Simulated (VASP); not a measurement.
## VASP inputs for InAs (rocksalt)

INCAR

```
LWAVE = .FALSE.
SIGMA = 0.02
EDIFF = 1E-7
LASPH = .TRUE.
ISMEAR = -1
NSW = 40
LCHARG = .FALSE.
GGA = PE
NBANDS = 16
ENCUT = 600
IBRION = 2
LREAL = .FALSE.
EDIFFG = -5E-3
NELM = 120
PREC = Accurate
ISIF = 3
```

KPOINTS

```
KPOINTS created by Atomic Simulation Environment
0
Gamma
8 8 8
0 0 0
```

POSCAR

```
In As
 1.0000000000000000
     0.0000000000000000    2.7541799999999999    2.7541799999999999
     2.7541799999999999    0.0000000000000000    2.7541799999999999
     2.7541799999999999    2.7541799999999999    0.0000000000000000
 In  As
   1   1
Cartesian
  0.0000000000000000  0.0000000000000000  0.0000000000000000
  2.7541799999999999  2.7541799999999999  2.7541799999999999
```

VASP ran with the recommended PBE PAW datasets (18 valence electrons in the cell).

Q: What does this run give?

A: relaxed cell vector lengths 4.070, 4.070, 4.070 Å; relaxed cell volume 47.68 Å³.
